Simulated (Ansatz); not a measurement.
## HfO2: the gap against volume

HfO2, P4_2/mnm, a = 4.838 Å, c = 3.220 Å. This isn't the usual stable structure of the compound. Ansatz: r2SCAN, PAW, 500 eV, Γ-centred 6×6×8 mesh on 6 atoms, Gaussian smearing 0.02 eV; no spin polarisation. Shape and atoms are relaxed at each volume; x = ln(V/V0) with V0 = 12.564 Å³/atom. The gap is read at the mesh points alone.

```tsv
x	gap y (eV)
-0.1278	5.045
-0.0943	4.899
-0.0619	4.762
-0.0305	4.641
0.0000	4.531
0.0296	4.434
0.0583	4.358
0.0953	?
```

Problem. Fit a straight line to the other rows, give the volume deformation potential of the gap and its pressure coefficient, and predict the missing gap. B0 = 222.5 GPa.

Solution. Means x = -0.03237, y = 4.6671; Σ(Δx)² = 0.02693, ΣΔxΔy = -0.1002; the slope is their ratio. y = 4.5467 − 3.7194 x. The slope is the deformation potential a = dE_g/d ln V = -3.72 eV, and dE_g/dP = −a/B0 = 16.7 meV/GPa. With a term in x² added, the coefficient of x becomes -3.359, 10 % less, which shows how far this figure hangs on the form. At x = 0.0953 the fit asked for gives 4.192 eV. The run gave 4.280 eV, so the fit is 0.088 eV too low, 12 % of the span of the series, against an rms of 0.018 eV on the fitted rows. The row lies outside the fitted range. With a term in x² added, a fit to the same known rows predicts 4.260 eV, so most of the miss is curvature that the known rows already hold.

Spin-orbit coupling is left out, which matters for the bands of heavy elements. Semilocal functionals give gaps under the measured ones; changes of the gap mostly carry over better.